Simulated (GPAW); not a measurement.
Crystal: PtS2.

```
Pt S
1.0
     3.54320    0.00000    0.00000
    -1.77160    3.06850    0.00000
     0.00000    0.00000    5.03880
Pt S
1 2
Cartesian
  0.0000 0.0000 0.0000
  1.7716 1.0228 3.8950
  0.0000 2.0457 1.1438
```

| Item | Value |
| --- | --- |
| Program | GPAW 26.7.0 |
| Task | relaxation of cell and atoms |
| Functional | PBEsol |
| Dispersion | D4 |
| Potentials or basis | PAW data sets generated in the run's folder for this functional |
| Cutoff | 600 eV |
| Basis | pw |
| k mesh | 6 × 6 × 4 |
| Occupations | fermi-dirac, width 0.05 eV |
| Spin | no spin polarisation |

At the start: pressure 4.3 GPa; volume 18.26 Å³/atom.

**Question.** Where does the relaxation end?

**Answer.** Over 14 steps the energy falls by 42.1 meV/atom and the volume is 16.51 Å³/atom (-9.6 %); space group P-3m1 (No. 164, to 0.05 Å).

Step by step:
| step | energy change (eV) | largest force (eV/Å) | pressure (GPa) | volume (Å³) |
| --- | --- | --- | --- | --- |
| 1 | 0.0000 | 0.9807 | 4.30 | 54.78 |
| 2 | -0.0310 | 0.6806 | 1.96 | 55.17 |
| 3 | -0.0554 | 0.1842 | -1.63 | 55.68 |
| 4 | -0.0584 | 0.1161 | -1.94 | 55.60 |
| 5 | -0.0696 | 0.0861 | -2.24 | 54.78 |
| 6 | -0.0757 | 0.1259 | -1.48 | 53.92 |
| 7 | -0.0793 | 0.0651 | -0.26 | 53.16 |
| 8 | -0.0818 | 0.0093 | 0.54 | 52.77 |
| 9 | -0.0866 | 0.1233 | 1.59 | 52.15 |
| 10 | -0.0961 | 0.2635 | 2.85 | 51.06 |
| 11 | -0.1097 | 0.3594 | 3.64 | 49.58 |
| 12 | -0.1192 | 0.2633 | 2.56 | 48.90 |
| 13 | -0.1254 | 0.1159 | 0.51 | 49.55 |
| 14 | -0.1262 | 0.0080 | 0.00 | 49.54 |

Final structure:
```xyz
3
Lattice="3.5675 0.0000 -0.0001 -1.7838 3.0896 0.0001 -0.0001 0.0000 4.4946" Properties=species:S:1:pos:R:3 pbc="T T T"
Pt    0.0000    0.0000    0.0000
S     1.7836    1.0299    3.3040
S     0.0000    2.0597    1.1905
```

Caveat: later steps reuse the first step's grids; pairwise dispersion overbinds metals, which lowers pressure and volume.
